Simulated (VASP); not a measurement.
# Ga (Fd-3m) in VASP: notebook

Runs on Ga. Level: revPBE. Tasks: single point.

Everything below comes from runs of VASP 6.6.1. Logs are shortened: lines on timing, memory, paths and dates and some standing lists are left out, and cuts for length are marked.

**1. The structure**

Symmetry: Fd-3m, No. 227, cubic system. The conventional cell has a = 5.947 Å, b = 5.947 Å, c = 5.947 Å, α = 90.00°, β = 90.00°, γ = 90.00°. Around Ga (site symmetry -43m) lie 4 Ga at 2.57 Å.

This isn't the form of Ga at room conditions, which is orthorhombic.

**2. Single point, revPBE**

Contents of INCAR:

```
PREC = Accurate
ENCUT = 520
EDIFF = 1E-7
ISMEAR = -1
SIGMA = 0.1
LREAL = False
LASPH = True
NELM = 80
ALGO = Fast
ISIF = 2
LWAVE = False
LCHARG = True
GGA = RE
LELF = True
LVHAR = True
NBANDS = 20
```

Contents of KPOINTS:

```
regular mesh
0
Gamma
  15 15 15
```

Contents of POSCAR:

```
Ga
1.0
    0.0000000000      2.9732608774      2.9732608774
    2.9732608774      0.0000000000      2.9732608774
    2.9732608774      2.9732608774      0.0000000000
Ga
2
Direct
    0.1250000000      0.1250000000      0.1250000000
    0.8750000000      0.8750000000      0.8750000000
```

Potentials or basis: VASP PAW PBE potentials, release 64 (Ga_d).

On the command line:

```sh
$ cat potpaw_PBE.64/Ga_d/POTCAR > POTCAR
$ mpirun -np 1 vasp_std > vasp.out
```

OUTCAR:

```text
PREC = Accurate
   ENCUT = 520
   EDIFF = 1E-7
   ISMEAR = -1
   LREAL = False
   LASPH = True
   NELM = 80
   ISIF = 2
   GGA = RE

 ion  position               nearest neighbor table
   1  0.125  0.125  0.125-   2 2.57   2 2.57   2 2.57   2 2.57
   2  0.875  0.875  0.875-   1 2.57   1 2.57   1 2.57   1 2.57

  LATTYP: Found a face centered cubic cell.
 ALAT       =     5.9465217548

  Lattice vectors:

 A1 = (   0.0000000000,   2.9732608774,   2.9732608774)
 A2 = (   2.9732608774,   0.0000000000,   2.9732608774)
 A3 = (   2.9732608774,   2.9732608774,   0.0000000000)

Analysis of symmetry for initial positions (statically):
=====================================================================
 Subroutine PRICEL returns:
 Original cell was already a primitive cell.

 Routine SETGRP: Setting up the symmetry group for a
 face centered cubic supercell.

 Subroutine GETGRP returns: Found 48 space group operations
 (whereof 12 operations were pure point group operations)
 out of a pool of 48 trial point group operations.

The static configuration has the point symmetry D_3d.
 The point group associated with its full space group is O_h .

Analysis of symmetry for dynamics (positions and initial velocities):
=====================================================================
 Subroutine PRICEL returns:
 Original cell was already a primitive cell.

 Routine SETGRP: Setting up the symmetry group for a
 face centered cubic supercell.

 Subroutine GETGRP returns: Found 48 space group operations
 (whereof 12 operations were pure point group operations)
 out of a pool of 48 trial point group operations.

The dynamic configuration has the point symmetry D_3d.
 The point group associated with its full space group is O_h .

 Subroutine INISYM returns: Found 48 space group operations
 (whereof 12 operations are pure point group operations),
 and found     1 'primitive' translations

----------------------------------------------------------------------------------------

                                     Primitive cell

  volume of cell :      52.5689

  direct lattice vectors                    reciprocal lattice vectors
     0.000000000  2.973260877  2.973260877    -0.168165533  0.168165533  0.168165533
     2.973260877  0.000000000  2.973260877     0.168165533 -0.168165533  0.168165533
     2.973260877  2.973260877  0.000000000     0.168165533  0.168165533 -0.168165533

  length of vectors
     4.204825857  4.204825857  4.204825857     0.291271247  0.291271247  0.291271247

  position of ions in fractional coordinates (direct lattice)
     0.125000000  0.125000000  0.125000000
     0.875000000  0.875000000  0.875000000

  ion indices of the primitive-cell ions
   primitive index   ion index
                 1           1
                 2           2

----------------------------------------------------------------------------------------

 KPOINTS: regular mesh

Automatic generation of k-mesh.
 Grid dimensions read from file:
 generate k-points for:   15   15   15

 Generating k-lattice:

  Cartesian coordinates                     Fractional coordinates (reciprocal lattice)
    -0.011211036  0.011211036  0.011211036     0.066666667  0.000000000  0.000000000
     0.011211036 -0.011211036  0.011211036     0.000000000  0.066666667  0.000000000
     0.011211036  0.011211036 -0.011211036     0.000000000  0.000000000  0.066666667

  Length of vectors
     0.019418083  0.019418083  0.019418083

  Shift w.r.t. Gamma in fractional coordinates (k-lattice)
     0.000000000  0.000000000  0.000000000

 Subroutine IBZKPT returns following result:
 ===========================================

 Found    120 irreducible k-points:

 Following reciprocal coordinates:
            Coordinates               Weight
  0.000000  0.000000  0.000000      1.000000
  0.066667  0.000000  0.000000      8.000000
  0.133333  0.000000  0.000000      8.000000
  0.200000  0.000000  0.000000      8.000000
  0.266667  0.000000  0.000000      8.000000
  0.333333  0.000000  0.000000      8.000000
[... 16 lines left out ...]
  0.133333  0.133333  0.000000      6.000000
  0.200000  0.133333  0.000000     24.000000
 [... further k-points ...]
   k-points           NKPTS =    120   k-points in BZ     NKDIM =    120   number of bands    NBANDS=     20
   number of dos      NEDOS =    301   number of ions     NIONS =      2
   total plane-waves  NPLWV =  32768
   dimension x,y,z NGX =    32 NGY =   32 NGZ =   32
   dimension x,y,z NGXF=    64 NGYF=   64 NGZF=   64
   ions per type =               2
   NGX,Y,Z   is equivalent  to a cutoff of  12.65, 12.65, 12.65 a.u.
   NGXF,Y,Z  is equivalent  to a cutoff of  25.30, 25.30, 25.30 a.u.
 SYSTEM =  unknown system
   PREC   = accura    normal or accurate (medium, high low for compatibility)
   ISTART =      0    job   : 0-new  1-cont  2-samecut
   ICHARG =      2    charge: 1-file 2-atom 10-const
   ISPIN  =      1    spin polarized calculation?
   LNONCOLLINEAR =      F non collinear calculations
   LSORBIT =      F    spin-orbit coupling
   LASPH  =      T    aspherical Exc in radial PAW
   ENCUT  =  520.0 eV  38.22 Ry    6.18 a.u.   7.82  7.82  7.82*2*pi/ulx,y,z
   NELM   =     80;   NELMIN=  2; NELMDL= -5     # of ELM steps
   EDIFF  = 0.1E-06   stopping-criterion for ELM
   LREAL  =      F    real-space projection
   EDIFFG = 0.1E-05   stopping-criterion for IOM
   NSW    =      0    number of steps for IOM
   IBRION =     -1    ionic relax: 0-MD 1-quasi-New 2-CG
   NFREE  =      0    steps in history (QN), initial steepest desc. (CG)
   ISIF   =      2    stress and relaxation
   ISYM   =      2    0-nonsym 1-usesym 2-fastsym
   POTIM  = 0.5000    time-step for ionic-motion
   TEBEG  =    0.0;   TEEND  =   0.0 temperature during run
   PSTRESS=    0.0 pullay stress
   NELECT =      26.0000    total number of electrons
   NUPDOWN=      -1.0000    fix difference up-down
   EMIN   =  10.00;   EMAX   =-10.00  energy-range for DOS
   EFERMI =   0.00;   METHOD = LEGACY
   ISMEAR =    -1;   SIGMA  =   0.10  broadening in eV -4-tet -1-fermi 0-gaus
   EFERMI_NEDOS =   21; number of points for ismear=-14 and -15
   IALGO  =     68    algorithm
   IMIX   =      4    mixing-type and parameters
     AMIX     =   0.40;   BMIX     =  1.00
     AMIX_MAG =   1.60;   BMIX_MAG =  1.00
  volume/ion in A,a.u.               =      26.28       177.38
  Fermi-wavevector in a.u.,A,eV,Ry     =   1.294662  2.446556 22.805387  1.676149
  Thomas-Fermi vector in A             =   2.426230
   LORBIT       =      0    0 simple, 1 ext, 2 COOP (PROOUT), +10 PAW based schemes
   GGA     = RE    functional components
   LHFCALC =     F    Hartree Fock is set to
   AEXX    =    0.0000 exact exchange contribution
   IVDW    =     0    specifies the selected vdW correction
   LEPSILON=     F    determine dielectric tensor
   LRPA    =     F    only Hartree local field effects (RPA)
 non-spin polarized calculation
 RMM-DIIS sequential band-by-band and
  energy-cutoff  :      520.00
  volume of cell :       52.57
 maximum number of plane-waves:      1430
   NGX = 15   NGY = 15   NGZ = 15

 number of electron      26.0000028 magnetization

 Free energy of the ion-electron system (eV)
  ---------------------------------------------------
  ext. energy  EPLUGINS =         0.00000000
  ---------------------------------------------------
  free energy    TOTEN  =        -4.71635825 eV

  energy without entropy =       -4.67007399  energy(sigma->0) =       -4.69321612

 E-fermi :   2.4706     XC(G=0):  -9.0295

 val. band max:        2.4672996705   @ k =   0.3333   0.3333   0.0000
 cond. band min:       2.4735506546   @ k =   0.4000   0.3333   0.0667
 fundamental gap:      0.0062509841
 Fermi energy:         2.4706029402

 k-point     1 :       0.0000    0.0000    0.0000
  band No.  band energies     occupation
      1     -12.2997      2.00000
      2     -12.2997      2.00000
      3     -12.2997      2.00000
      4     -12.2620      2.00000
      5     -12.2620      2.00000
      6     -11.9814      2.00000
[... 12 lines left out ...]
     19       9.9977      0.00000
     20      13.2740      0.00000

 k-point     2 :       0.0667    0.0000    0.0000
  band No.  band energies     occupation
      1     -12.3046      2.00000
      2     -12.3046      2.00000
      3     -12.2990      2.00000
      4     -12.2555      2.00000
      5     -12.2555      2.00000
      6     -11.9845      2.00000
[... 12 lines left out ...]
     19      10.3189      0.00000
     20      12.7269      0.00000

 k-point     3 :       0.1333    0.0000    0.0000
  band No.  band energies     occupation
      1     -12.3132      2.00000
      2     -12.3132      2.00000
      3     -12.2967      2.00000
      4     -12.2423      2.00000
      5     -12.2423      2.00000
      6     -11.9915      2.00000
[... 12 lines left out ...]
     19      11.0726      0.00000
     20      12.1775      0.00000

 k-point     4 :       0.2000    0.0000    0.0000
  band No.  band energies     occupation
      1     -12.3206      2.00000
      2     -12.3206      2.00000
      3     -12.2935      2.00000
      4     -12.2289      2.00000
      5     -12.2289      2.00000
      6     -11.9989      2.00000
[... 12 lines left out ...]
     19      11.5230      0.00000
     20      11.9356      0.00000

 k-point     5 :       0.2667    0.0000    0.0000
  band No.  band energies     occupation
      1     -12.3254      2.00000
      2     -12.3254      2.00000
      3     -12.2898      2.00000
      4     -12.2181      2.00000
      5     -12.2181      2.00000
      6     -12.0043      2.00000
[... 12 lines left out ...]
     19      11.3322      0.00000
     20      12.1065      0.00000

 k-point     6 :       0.3333    0.0000    0.0000
  band No.  band energies     occupation
      1     -12.3278      2.00000
      2     -12.3278      2.00000
      3     -12.2862      2.00000
      4     -12.2113      2.00000
      5     -12.2113      2.00000
      6     -12.0074      2.00000
[... 12 lines left out ...]
     19      11.6467      0.00000
     20      12.6863      0.00000

 k-point     7 :       0.4000    0.0000    0.0000
  band No.  band energies     occupation
      1     -12.3285      2.00000
      2     -12.3285      2.00000
      3     -12.2835      2.00000
      4     -12.2080      2.00000
      5     -12.2080      2.00000
      6     -12.0129      2.00000
[... 12 lines left out ...]
     19      12.7921      0.00000
     20      13.5624      0.00000
[... 277 lines left out ...]
 k-point    20 :      -0.2000    0.0667    0.0000
  band No.  band energies     occupation
      1     -12.3291      2.00000
      2     -12.3187      2.00000
      3     -12.2917      2.00000
      4     -12.2289      2.00000
      5     -12.2143      2.00000
      6     -12.0153      2.00000
[... 12 lines left out ...]
     19      11.4304      0.00000
     20      11.6847      0.00000

 k-point    21 :      -0.1333    0.0667    0.0000
  band No.  band energies     occupation
      1     -12.3225      2.00000
      2     -12.3110      2.00000
      3     -12.2974      2.00000
      4     -12.2400      2.00000
      5     -12.2283      2.00000
      6     -12.0061      2.00000
[... 12 lines left out ...]
     19      11.5018      0.00000
     20      11.5710      0.00000

 k-point    22 :      -0.0667    0.0667    0.0000
  band No.  band energies     occupation
      1     -12.3135      2.00000
      2     -12.3037      2.00000
      3     -12.3010      2.00000
      4     -12.2509      2.00000
      5     -12.2434      2.00000
      6     -11.9951      2.00000
[... 12 lines left out ...]
     19      10.7794      0.00000
     20      12.0374      0.00000

 k-point    23 :       0.1333    0.1333    0.0000
  band No.  band energies     occupation
      1     -12.3176      2.00000
      2     -12.3068      2.00000
      3     -12.3068      2.00000
      4     -12.2469      2.00000
      5     -12.2218      2.00000
      6     -12.0297      2.00000
[... 12 lines left out ...]
     19      10.9429      0.00000
     20      11.3818      0.00000

 k-point    24 :       0.2000    0.1333    0.0000
  band No.  band energies     occupation
      1     -12.3246      2.00000
      2     -12.3115      2.00000
      3     -12.3054      2.00000
      4     -12.2369      2.00000
      5     -12.2063      2.00000
      6     -12.0469      2.00000
[... 12 lines left out ...]
     19      10.8524      0.00000
     20      12.0792      0.00000

 [... further k-points ...]
[... 5 lines left out ...]
  --------------------------------------------------------------------------------------
  -------------------------------------------------------------------------------------
  Total        0.0329492      0.0329492      0.0329492      0.0000000     -0.0000000      0.0000000
  in kB        1.0042154      1.0042154      1.0042154      0.0000000     -0.0000000      0.0000000
  external PRESSURE =       1.0042154 kB  Pullay stress =       0.0000000 kB

 VOLUME and BASIS-vectors are now :
 -----------------------------------------------------------------------------
  energy-cutoff  :      520.00
  volume of cell :       52.57
      direct lattice vectors                 reciprocal lattice vectors
     0.000000000  2.973260877  2.973260877    -0.168165533  0.168165533  0.168165533
     2.973260877  0.000000000  2.973260877     0.168165533 -0.168165533  0.168165533
     2.973260877  2.973260877  0.000000000     0.168165533  0.168165533 -0.168165533

 POSITION                                       TOTAL-FORCE (eV/Angst)
 -----------------------------------------------------------------------------------
      0.74332      0.74332      0.74332        -0.000000     -0.000000     -0.000000
      5.20321      5.20321      5.20321         0.000000      0.000000      0.000000
 -----------------------------------------------------------------------------------
    total drift:                                0.000000      0.000000     -0.000000

  FREE ENERGIE OF THE ION-ELECTRON SYSTEM (eV)
  ---------------------------------------------------
  free  energy   TOTEN  =        -4.7163582544 eV

  energy  without entropy=       -4.6700739938  energy(sigma->0) =       -4.69321612
```

It took 1.7 min on 1 thread of Intel Xeon Platinum 8259CL at 2.50GHz (Skylake/Cascade Lake), shared host; peak memory 0.24 GiB.

Results:

| Quantity | Value |
| --- | --- |
| Free energy | -4.7164 eV |
| Pressure | 0.1 GPa |
| Band gap on the k mesh | none (metal or under the smearing width) |

Levels at points of the mesh, in eV from the Fermi level:
```
           k point  band 9  band 10  band 11  band 12  band 13  band 14  band 15  band 16  band 17  band 18
(0.00, 0.00, 0.00)  -14.41   -14.41    -9.14     2.63     2.63     2.63     3.09     4.66     4.66     4.66
```

Caveat: the PAW data sets were made with another functional, which shifts forces and pressure a little.

(Continued in part 2 of 3.)
